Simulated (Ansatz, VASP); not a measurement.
# S in VASP and in Ansatz

File INCAR:

```
SYSTEM = S
  PREC = Accurate
  ENCUT = 520
  EDIFF = 1E-6
  ISMEAR = -1
  SIGMA = 0.1
  LREAL = .False.
  LASPH = .True.
  NELM = 100
  ALGO = Normal
  ISIF = 2
  LWAVE = .False.
  LCHARG = .True.
  GGA = PE
  LELF = .True.
  LVHAR = .True.
  NBANDS = 9
```

Contents of KPOINTS:

```
Automatic mesh
0
Gamma
  14 14 14
  0 0 0
```

The input POSCAR:

```
S
1.0
    2.2924866440      0.0000000000      0.0000000000
    0.0000000000      2.2924866440      0.0000000000
    0.0000000000      0.0000000000      2.2924866440
S
1
Direct
    0.0000000000      0.0000000000      0.0000000000
```

Input for Ansatz:

```yaml
crystal:
  lattice:
    - [2.292486644, 0.0, 0.0]
    - [0.0, 2.292486644, 0.0]
    - [0.0, 0.0, 2.292486644]
  atoms:
    - { symbol: S, position: [0.0, 0.0, 0.0] }
kpoints:
  mp_grid: { grid: [14, 14, 14] }
scf:
  occupations: { method: fermi_dirac, width: 0.1 }
hamiltonian:
  xc: pbe
  pseudopotentials: { kind: paw }
output:
  forces: true
  stress: true
  eigenvalues: true
  populations: true
  write_density: true
  write_potential: true
  elf: true
  volumetric_format: npy
```

Change from the starting cell: volume scaled by 0.7, PAW files.

Alike in both runs: task single point; functional PBE; k mesh 14 × 14 × 14; occupations fermi-dirac, width 0.1 eV; no spin polarisation.

|  | VASP | Ansatz |
| --- | --- | --- |
| version | VASP 6.6.1 | Ansatz 0.2.0 |
| potentials or method | VASP PAW PBE potentials, release 64 (S) | PAW with Ansatz's default frozen-core files, scalar-relativistic |
| plane-wave cutoff (eV) | 520 | 420 |
| valence electrons in the cell | 6 | 6 |

Ansatz gave:

| Quantity | Value |
| --- | --- |
| pressure (GPa) | 57.0 |

**Question.** Which values does VASP return?

**Answer.** Pressure (GPa): 56.7.

Caveats: so large a pressure means that the cell lies far from this level's equilibrium, or that cutoff or potentials fall short (VASP).
